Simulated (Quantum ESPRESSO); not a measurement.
The system is SnO.

```xyz
4
Lattice="3.8137 0.0000 0.0000 0.0000 3.8137 0.0000 0.0000 0.0000 4.8869" Properties=species:S:1:pos:R:3 pbc="T T T"
Sn    1.9068    0.0000    3.7367
Sn    0.0000    1.9068    1.1503
O     0.0000    0.0000    0.0000
O     1.9068    1.9068    0.0000
```

The cell is a database's computed one.

Base run:

| Property | Result |
| --- | --- |
| Program | Quantum ESPRESSO 7.5 |
| Functional | WC |
| Potentials or basis | PseudoDojo 0.4.1 SR PBE standard |
| Cutoff | 1143 eV |
| Density cutoff | 4572 eV |
| k mesh | 6 × 6 × 4, shifted |
| Occupations | fermi-dirac, width 0.05 eV |
| Spin | no spin polarisation |

Its results: pressure 0.4 GPa; largest force 0.228 eV/Å; electronic dielectric tensor (diagonal) 8.27, 8.27, 7.22.

Problem. After a change of settings the same cell gave: pressure 8.9 GPa; largest force 0.657 eV/Å; electronic dielectric tensor (diagonal) 7.47, 7.47, 6.60. Which change was it?
A. functional from WC to PBEsol; potentials or basis from PseudoDojo 0.4.1 SR PBE standard to PseudoDojo 0.4.1 SR PBEsol standard
B. functional from WC to LDA; potentials or basis from PseudoDojo 0.4.1 SR PBE standard to PseudoDojo 0.4.1 SR LDA standard
C. functional from WC to BLYP

Solution. C.

BLYP binds less tightly than WC, so the same cell stands under more pressure.

Caveats: the potentials were made for another functional, which shifts forces and pressure; the cell is more than 3 GPa from zero pressure, which shifts response properties (some runs).

Runs at the PBE level aren't shown here.
